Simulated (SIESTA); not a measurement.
# InPd: equation of state with PBEsol

Crystal: InPd.

```
In Pd
1.0
     3.27188    0.00000    0.00000
     0.00000    3.27188    0.00000
     0.00000    0.00000    3.27188
In Pd
1 1
Direct
  0.00000 0.00000 0.00000
  0.50000 0.50000 0.50000
```

The cell comes from a database or a generator and needn't be the stable form of this composition.

- Program: SIESTA 5.4.2
- Task: equation of state
- Functional: PBEsol
- Potentials or basis: PseudoDojo 0.4 standard (PBEsol files)
- Basis: DZP (energy shift 0.003 Ry; two zetas on semicore shells)
- Grid cutoff: 800 Ry
- Energy shift: 0.003 Ry
- k mesh: 8 × 8 × 8
- Occupations: fermi-dirac, width 0.05 eV
- Spin: no spin polarisation

| Quantity | Value |
| --- | --- |
| Equilibrium volume | 17.20 Å³/atom |
| Bulk modulus | 145 GPa |
| Pressure derivative of the bulk modulus | 5.8 |

Energy against volume, from the lowest point:
| volume (Å³/atom) | energy (meV/atom) |
| --- | --- |
| 16.462 | 15.96 |
| 16.813 | 4.22 |
| 17.163 | 0.00 |
| 17.513 | 2.38 |
| 17.863 | 10.49 |
| 18.214 | 23.60 |
| 18.564 | 40.98 |

All runs of the series together: 11 min on 1 thread of AMD EPYC 9R45 (Zen 5), on a shared host.

Caveat: the basis of atomic orbitals isn't converged, which shifts pressures, moduli and gaps.
